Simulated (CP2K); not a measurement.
The system is Mg.

```
CELL_PARAMETERS angstrom
3.07052 0.00000 0.00000
-1.02351 2.89491 0.00000
-1.02351 -1.44746 2.50707
ATOMIC_POSITIONS crystal
Mg 0.00000 0.00000 0.00000
```

This isn't the form of Mg at room conditions, which is hcp.

Base run:

| Property | Result |
| --- | --- |
| Program | CP2K 2026.2 |
| Functional | vdW-DF-cx |
| Potentials or basis | POTENTIAL_UZH Mg GTH-PBE-q10; TZVP-MOLOPT-PBE-GTH basis |
| Density cutoff | 19048 eV |
| k mesh | 11 × 11 × 11 |
| Occupations | fermi-dirac, width 0.05 eV |
| Spin | no spin polarisation |

Its results: band gap on the k mesh none (metal or under the smearing width); pressure 2.1 GPa.

Problem. The run is repeated on the same cell with these changes: functional from vdW-DF-cx to SCAN. What comes out?

Solution. Band gap on the k mesh none (metal or under the smearing width); pressure 0.7 GPa.

Caveats: the potentials were made for another functional, which shifts forces and pressure; the basis of atomic orbitals isn't converged, which shifts pressures, moduli and gaps.
